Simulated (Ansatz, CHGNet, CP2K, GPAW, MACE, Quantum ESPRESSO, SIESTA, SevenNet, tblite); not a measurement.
**Random packing of 77TeO2-23ZnO (mol %) (86 atoms) in CP2K**

Aim: run random packing of 77TeO2-23ZnO (mol %) (86 atoms) in CP2K and see how near its forces come to a plane-wave reference, and at what cost.

Method: the method is named at each step, in CP2K 2026.2.

## 1. Set-up

The cell holds 86 atoms: 24 Te, 55 O and 7 Zn. Cell: a = 10.894 Å, b = 10.894 Å, c = 10.894 Å, α = 90.0°, β = 90.0°, γ = 90.0°. 86 atoms (24 Te, 55 O, 7 Zn) packed at random in a cube at 5.65 g/cm³ and pushed apart as soft spheres, cations and anions kept from their own kind; a start for melting by ab initio MD, not an equilibrated structure. Then every atom was moved at random, 0.02 Å r.m.s. a Cartesian component.

The yardstick, on the same geometry:

* method: Kohn-Sham DFT, PBE, PAW, plane waves (Ansatz 0.2.0); cutoff 420 eV, Γ point, fermi-dirac smearing of 0.05 eV; PAW set soft_2
* r.m.s. force component: 1.614 eV/Å
* longest force: 7.347 eV/Å
* pressure: 5.357 GPa
* SCF cycles: 16
* time: 35 s on 4 threads of Arm Neoverse V1, shared host
* CPU time: 2.2 min

## 2. PBE, DZVP-MOLOPT-SR, 800/50 Ry, diagonalisation

Method: Kohn-Sham DFT, PBE, GTH-PBE pseudopotentials, Gaussian and plane waves, DZVP-MOLOPT-SR-GTH, diagonalisation.

File input.inp:

```
&GLOBAL
  PROJECT cell
  RUN_TYPE ENERGY_FORCE
  PRINT_LEVEL LOW
&END GLOBAL
&FORCE_EVAL
  METHOD QS
  STRESS_TENSOR ANALYTICAL
  &DFT
    BASIS_SET_FILE_NAME BASIS_MOLOPT
    POTENTIAL_FILE_NAME GTH_POTENTIALS
    &MGRID
      CUTOFF 800
      REL_CUTOFF 50
      NGRIDS 5
    &END MGRID
    &QS
      EPS_DEFAULT 1.0E-12
    &END QS
    &SCF
      SCF_GUESS ATOMIC
      EPS_SCF 5.0E-06
      MAX_SCF 200
      ADDED_MOS 14
      &DIAGONALIZATION
        ALGORITHM STANDARD
      &END DIAGONALIZATION
      &SMEAR ON
        METHOD FERMI_DIRAC
        ELECTRONIC_TEMPERATURE [K] 580
      &END SMEAR
      &MIXING
        METHOD BROYDEN_MIXING
        ALPHA 0.3
        NBROYDEN 12
      &END MIXING
      &PRINT
        &RESTART OFF
        &END RESTART
      &END PRINT
    &END SCF
    &XC
      &XC_FUNCTIONAL PBE
      &END XC_FUNCTIONAL
    &END XC
    &PRINT
      &MULLIKEN ON
      &END MULLIKEN
      &HIRSHFELD ON
        SHAPE_FUNCTION DENSITY
      &END HIRSHFELD
      &MO ON
        EIGENVALUES T
        OCCUPATION_NUMBERS T
        MO_INDEX_RANGE 268 291
        &EACH
          QS_SCF 0
        &END EACH
        ADD_LAST NUMERIC
      &END MO
    &END PRINT
  &END DFT
  &SUBSYS
    &CELL
      A 10.89410 0.00000 0.00000
      B 0.00000 10.89410 0.00000
      C 0.00000 0.00000 10.89410
    &END CELL
    &TOPOLOGY
      COORD_FILE_NAME structure.xyz
      COORD_FILE_FORMAT XYZ
    &END TOPOLOGY
    &KIND Te
      BASIS_SET DZVP-MOLOPT-SR-GTH-q6
      POTENTIAL GTH-PBE-q6
    &END KIND
    &KIND O
      BASIS_SET DZVP-MOLOPT-SR-GTH-q6
      POTENTIAL GTH-PBE-q6
    &END KIND
    &KIND Zn
      BASIS_SET DZVP-MOLOPT-SR-GTH-q12
      POTENTIAL GTH-PBE-q12
    &END KIND
  &END SUBSYS
  &PRINT
    &FORCES ON
    &END FORCES
    &STRESS_TENSOR ON
    &END STRESS_TENSOR
  &END PRINT
&END FORCE_EVAL
```

File structure.xyz:

```xyz
86

Te 1.98817 10.08521 0.30296
Te 7.09456 5.34214 10.52490
Te 10.14883 10.38763 10.70204
Te 6.98889 9.23700 4.98176
Te 7.42651 4.46832 4.90387
Te 9.91940 6.58265 3.81293
Te 9.90404 4.59263 10.05885
Te 4.04999 1.10488 0.16080
Te 8.47398 1.92455 9.13056
Te 2.44398 1.07666 3.69866
Te 7.73187 1.84535 1.59936
Te 7.80595 10.87623 7.34698
Te 5.79021 8.45230 2.12609
Te 8.42713 10.45692 2.97060
Te 5.81233 1.34085 8.91388
Te 4.86356 10.61717 6.08893
Te 1.74327 3.37042 0.89528
Te 0.70256 8.49119 7.54155
Te 6.55128 4.66551 7.68089
Te 9.93694 3.63841 5.76254
Te 3.11539 6.35540 1.35065
Te 9.20388 6.32239 1.12275
Te 10.06266 7.75039 9.74793
Te 1.56439 3.44177 4.81955
O 6.10048 1.77563 0.38129
O 0.92219 10.77971 1.77639
O 8.79056 8.20968 3.79605
O 1.54043 1.11076 10.66794
O 8.99602 6.29385 8.98219
O 4.27016 1.47724 4.43052
O 3.43437 2.82114 9.95263
O 8.66898 2.73976 3.13881
O 6.31073 1.11414 6.29374
O 0.78753 2.70239 2.52318
O 4.12418 1.09616 2.27098
O 6.51881 4.54110 3.07344
O 0.22268 10.41792 8.75842
O 10.53459 1.93730 4.29816
O 0.47901 4.90496 1.18931
O 1.98022 7.45614 5.72202
O 1.86986 6.79683 10.69016
O 5.34094 6.16552 6.79541
O 8.09366 3.87100 8.60449
O 2.87375 8.96944 9.79815
O 0.54786 5.36883 5.28190
O 0.36691 6.46391 7.35613
O 3.58710 9.42013 1.47364
O 3.84224 5.07905 3.04904
O 8.81474 10.87297 9.23602
O 7.72108 8.89438 1.99841
O 8.33638 5.78313 6.10418
O 9.85916 10.04207 4.68141
O 9.85589 4.60897 3.56183
O 3.72088 9.27295 4.88600
O 5.17579 4.65712 9.03339
O 8.10891 2.83671 5.86277
[... 26 atom lines left out ...]
Zn 0.26843 2.15180 9.72898
Zn 5.09245 6.50443 9.05474
Zn 2.72570 8.58586 2.84445
Zn 5.40533 3.45899 0.72609
```

Command:

```
$ OMP_NUM_THREADS=2 cp2k.psmp -i input.inp > output.txt
```

Numbers of over 12 decimals in the logs are rounded to 6 here.

Log:

```text
CP2K| version string:                                       CP2K version 2026.2
 CP2K| Input file name                                                 input.inp
 GLOBAL| Basis set file name                                        BASIS_MOLOPT
 GLOBAL| Potential file name                                      GTH_POTENTIALS
 GLOBAL| Run type                                                   ENERGY_FORCE
 GLOBAL| Total number of message passing processes                             1
 GLOBAL| Number of threads for this process                                    2
 TOTAL NUMBERS AND MAXIMUM NUMBERS
  Total number of            - Atomic kinds:                                   3
                             - Atoms:                                         86
                             - Shell sets:                                    86
                             - Shells:                                       444
                             - Primitive Cartesian functions:                437
                             - Cartesian basis functions:                   1316
                             - Spherical basis functions:                   1202
  Maximum angular momentum of- Orbital basis functions:                        3
                             - Local part of the GTH pseudopotential:          2
                             - Non-local part of the GTH pseudopotential:      4
 SCF PARAMETERS         Density guess:                                    ATOMIC
                        max_scf:                                             200
                        eps_scf:                                        5.00E-06
                        added MOs                                        14    0
                        Mixing method:                            BROYDEN_MIXING
                                                charge density mixing in g-space
                        Smear method:                                FERMI_DIRAC
                        Electronic temperature [K]:                        580.0
                        Electronic temperature [a.u.]:                  1.84E-03
                        Accuracy threshold:                             1.00E-10
 Extrapolation method: initial_guess
 Number of electrons:                                                        558
 Number of occupied orbitals:                                                279
 Number of molecular orbitals:                                               293
 Number of orbital functions:                                               1202
 Number of independent orbital functions:                                   1202
 SCF WAVEFUNCTION OPTIMIZATION
  Step     Update method      Time    Convergence         Total energy    Change
     1 NoMix/Diag. 0.30E+00    7.8     1.77024013     -1501.5981109788 -1.50E+03
 *** the last MO => Add more MOs for proper smearing.                   ***
     2 Broy./Diag. 0.30E+00   10.0     1.83067508     -1416.9810502394  8.46E+01
 *** the last MO => Add more MOs for proper smearing.                   ***
     3 Broy./Diag. 0.30E+00   10.2     1.85938365     -1536.6016614136 -1.20E+02
 *** the last MO => Add more MOs for proper smearing.                   ***
     4 Broy./Diag. 0.30E+00   10.3     0.90953361     -1508.9365998715  2.77E+01
[...]
*** the last MO => Add more MOs for proper smearing.                   ***
    59 Broy./Diag. 0.30E+00   11.2     0.00000775     -1495.7644772386 -2.65E-07
 *** the last MO => Add more MOs for proper smearing.                   ***
    60 Broy./Diag. 0.30E+00   11.1     0.00000433     -1495.7644731968  4.04E-06
  *** SCF run converged in    60 steps ***
  Electronic density on regular grids:       -557.9999999999        0.0000000001
  Core density on regular grids:              557.9999999994       -0.0000000006
  Total charge density on r-space grids:       -0.0000000005
  Total charge density g-space grids:          -0.0000000005
  Overlap energy of the core charge distribution:               7.23055e-07
  Self energy of the core charge distribution:              -3265.371535
  Core Hamiltonian energy:                                    909.299698
  Hartree energy:                                            1157.024084
  Exchange-correlation energy:                               -296.692004
  Electronic entropic energy:                                  -0.024717
  Fermi energy:                                                 0.161646
  Total energy:                                             -1495.764473
  Total energy (extrapolated to T->0):                      -1495.752114
 MO| EIGENVALUES AND OCCUPATION NUMBERS
 MO|
 MO|  Index      Eigenvalue [a.u.]        Eigenvalue [eV]             Occupation
 MO|    268               0.150292               4.089646               1.995876
 MO|    269               0.152382               4.146512               1.987189
 MO|    270               0.153077               4.165425               1.981351
[...]
MO|    290               0.172387               4.690900               0.005756
 MO|    291               0.173375               4.717766               0.003366
 MO| Sum:                                                             558.000000
 MO| E(Fermi):            0.161646 a.u.          4.398622 eV
 !-----------------------------------------------------------------------------!
                     Mulliken Population Analysis
 #  Atom  Element  Kind  Atomic population                           Net charge
       1     Te       1          4.935641                              1.064359
       2     Te       1          5.338050                              0.661950
       3     Te       1          5.229936                              0.770064
[...]
85     Zn       3         11.884417                              0.115583
      86     Zn       3         11.845200                              0.154800
 # Total charge                            558.000000                 -0.000000
 !-----------------------------------------------------------------------------!
 !-----------------------------------------------------------------------------!
                           Hirshfeld Charges
  #Atom  Element  Kind  Ref Charge     Population                    Net charge
      1       Te     1       6.000          5.475                         0.525
      2       Te     1       6.000          5.668                         0.332
      3       Te     1       6.000          5.571                         0.429
[...]
85       Zn     3      12.000         11.644                         0.356
     86       Zn     3      12.000         11.593                         0.407
  Total Charge                                                           -0.000
 !-----------------------------------------------------------------------------!
 ENERGY| Total FORCE_EVAL ( QS ) energy [hartree]          -1495.764472
 FORCES| Atomic forces [hartree/bohr]
 FORCES|   Atom     x               y               z               |f|
 FORCES|      1  3.10891082E-02 -5.61197682E-02 -2.27037477E-02   6.80545457E-02
 FORCES|      2 -5.21606333E-02  7.20571074E-03  2.49305314E-02   5.82596372E-02
 FORCES|      3  1.36774594E-02  1.90023715E-02 -1.65318753E-03   2.34711748E-02
[...]
FORCES|     85 -2.12570452E-02  1.19502253E-03  6.37162998E-02   6.71792893E-02
 FORCES|     86 -6.20776449E-03  4.51383668E-02  1.32003908E-02   4.74368930E-02
 FORCES| Sum     3.29609712E-03  3.96685460E-03  2.93548044E-03
 FORCES| Total atomic force                                       5.93441126E-03
 STRESS| Analytical stress tensor [bar]
 STRESS|                        x                   y                   z
 STRESS|      x        1.16606469633E+05   1.59354829040E+04  -5.10140032962E+03
 STRESS|      y        1.59354829040E+04   1.11521977484E+05   1.45792292246E+04
 STRESS|      z       -5.10140032962E+03   1.45792292246E+04   8.21688297223E+04
 STRESS| 1/3 Trace                                             1.03432425613E+05
```

It took 12 min on 2 threads of Arm Neoverse V1, shared host; peak memory 5.7 GiB.

Banners, paths, timers and routine set-up lines are dropped from the logs unmarked, and long logs keep their key lines alone; longer cuts are marked.

Numbers from this run, and their distance from the reference:

| Quantity | Value |
| --- | --- |
| r.m.s. force component | 1.622 eV/Å |
| r.m.s. difference of force components | 369 meV/Å |
| longest difference of force vectors | 1140 meV/Å |
| force difference over r.m.s. force | 22.87 % |
| slope of forces against the reference's | 0.9788 |
| correlation of force components | 0.974 |
| pressure | 10.34 GPa |
| pressure difference | 4.986 GPa |

This run lies far from the reference in forces at the same functional. Basis and potentials both differ; the latter hold 558 valence electrons against the reference's 798.

Length of the force difference by element (eV/Å):

| element | atoms | mean | most |
| --- | --- | --- | --- |
| O | 55 | 0.55 | 1.1 |
| Te | 24 | 0.74 | 1.1 |
| Zn | 7 | 0.17 | 0.26 |

The surroundings of Te18, whose charge lies farthest from its element's mean, nearest first, numbered as they follow in the input and with coordinates relative to it.

| atom | x | y | z | distance (Å) | Hirshfeld charge (e) | Fx | Fy | Fz (eV/Å) |
| --- | --- | --- | --- | --- | --- | --- | --- | --- |
| Te18 | 0.00 | 0.00 | 0.00 | 0.00 | 0.61 | 0.42 | -1.10 | -2.99 |
| O46 | -0.34 | -2.03 | -0.19 | 2.06 | -0.22 | 0.79 | 1.07 | 0.24 |
| O37 | -0.48 | 1.93 | 1.22 | 2.33 | -0.31 | 0.29 | -0.77 | 1.25 |
| O63 | -2.30 | -0.37 | -0.27 | 2.34 | -0.26 | 2.24 | 1.63 | 1.36 |
| O40 | 1.28 | -1.04 | -1.82 | 2.45 | -0.18 | -0.49 | 0.44 | 0.38 |
| O68 | 2.45 | 1.23 | -0.31 | 2.76 | -0.18 | 1.07 | 0.47 | -0.41 |
| Te23 | -1.53 | -0.74 | 2.21 | 2.79 | 0.34 | 0.21 | -0.22 | -1.52 |
| O44 | 2.17 | 0.48 | 2.26 | 3.17 | -0.23 | -0.75 | 0.25 | -0.14 |
| O66 | 0.57 | 2.61 | -1.97 | 3.32 | -0.23 | 1.15 | 0.76 | -1.51 |

Forces lie 23 % from the reference's, at 9.1 times its CPU time (on 2 against 4 cores).

## 3. PBE, DZVP-MOLOPT-SR, 400/50 Ry, diagonalisation

Method: Kohn-Sham DFT, PBE, GTH-PBE pseudopotentials, Gaussian and plane waves, DZVP-MOLOPT-SR-GTH, diagonalisation.

Edit input.inp of step 2 so:

```diff
@@ -12,5 +12,4 @@
     &MGRID
-      CUTOFF 800
+      CUTOFF 400
       REL_CUTOFF 50
-      NGRIDS 5
     &END MGRID
```

structure.xyz is that of step 2.

Command:

```
$ OMP_NUM_THREADS=1 mpirun -np 4 cp2k.psmp -i input.inp > output.txt
```

Log:

```text
CP2K| version string:                                       CP2K version 2026.2
 CP2K| Input file name                                                 input.inp
 GLOBAL| Basis set file name                                        BASIS_MOLOPT
 GLOBAL| Potential file name                                      GTH_POTENTIALS
 GLOBAL| Run type                                                   ENERGY_FORCE
 GLOBAL| Total number of message passing processes                             4
 GLOBAL| Number of threads for this process                                    1
 TOTAL NUMBERS AND MAXIMUM NUMBERS
  Total number of            - Atomic kinds:                                   3
                             - Atoms:                                         86
[... lines left out ...]
                        Smear method:                                FERMI_DIRAC
[... lines left out ...]
 Number of electrons:                                                        558
[... lines left out ...]
  Step     Update method      Time    Convergence         Total energy    Change
[... lines left out ...]
  *** SCF run converged in    60 steps ***
[... lines left out ...]
  Fermi energy:                                                 0.161659
  Total energy:                                             -1495.771559
  Total energy (extrapolated to T->0):                      -1495.759193
[... lines left out ...]
 MO| E(Fermi):            0.161659 a.u.          4.398961 eV
[... lines left out ...]
 !-----------------------------------------------------------------------------!
 !-----------------------------------------------------------------------------!
                           Hirshfeld Charges
  #Atom  Element  Kind  Ref Charge     Population                    Net charge
      1       Te     1       6.000          5.474                         0.526
      2       Te     1       6.000          5.668                         0.332
      3       Te     1       6.000          5.571                         0.429
[...]
85       Zn     3      12.000         11.644                         0.356
     86       Zn     3      12.000         11.593                         0.407
  Total Charge                                                           -0.000
 !-----------------------------------------------------------------------------!
 ENERGY| Total FORCE_EVAL ( QS ) energy [hartree]          -1495.771557
 FORCES| Atomic forces [hartree/bohr]
 FORCES|   Atom     x               y               z               |f|
 FORCES|      1  3.11019393E-02 -5.59738708E-02 -2.26766352E-02   6.79311021E-02
 FORCES|      2 -5.21233414E-02  7.24451507E-03  2.49114241E-02   5.82228887E-02
 FORCES|      3  1.36513969E-02  1.91065086E-02 -1.69948206E-03   2.35437369E-02
[...]
FORCES|     85 -2.07615511E-02 -4.55526921E-03  5.76561063E-02   6.14493212E-02
 FORCES|     86 -4.93365032E-03  4.97446625E-02  1.30228821E-02   5.16572145E-02
 FORCES| Sum    -2.06052331E-03  2.25163962E-02 -7.96398517E-03
 FORCES| Total atomic force                                       2.39720444E-02
 STRESS| Analytical stress tensor [bar]
 STRESS|                        x                   y                   z
 STRESS|      x        1.18302567548E+05   1.59604447071E+04  -5.11300767506E+03
 STRESS|      y        1.59604447071E+04   1.13104841209E+05   1.45797748071E+04
 STRESS|      z       -5.11300767506E+03   1.45797748071E+04   8.38327737329E+04
 STRESS| 1/3 Trace                                             1.05080060830E+05
```

Wall time 4.1 min (4 MPI ranks); peak memory 3.8 GiB; 16 min of CPU time.

Compared with the plane-wave run:

```yaml
r_m_s_force_component: 1.619 eV/Å
r_m_s_difference_of_force_components: 390.5 meV/Å
longest_difference_of_force_vectors: 1227 meV/Å
force_difference_over_r_m_s_force: 24.2 %
slope_of_forces_against_the_reference_s: 0.9744
correlation_of_force_components: 0.9708
pressure: 10.51 GPa
pressure_difference: 5.151 GPa
energy_less_the_same_level_run_s: -2.242 meV/atom
r_m_s_force_difference_from_the_same_level_run: 95.66 meV/Å
```

This is a coarse setting, run to see what it loses.

Against the first run (23 %), the force difference from the reference is 24 %, at 0.81 times the CPU time (on 4 against 2 cores): the grid matters here.

The forces add up to 1.2 eV/Å instead of zero, usually a sign of too coarse a grid.

(Continued in part 2 of 2.)

[Also dropped from logs without a mark: logging warnings of Python, and SIESTA's first energy breakdown and zero terms.]

[Logs are printed without paths, hosts, clocks, repeated set-up lines and the standing remarks that a program may print on its own settings, such as how far it seeks lower states.]

[Hosts, paths, dates, database ids (printed as entryN), source tags and the programs' standing remarks are cut or masked in the printed files.]
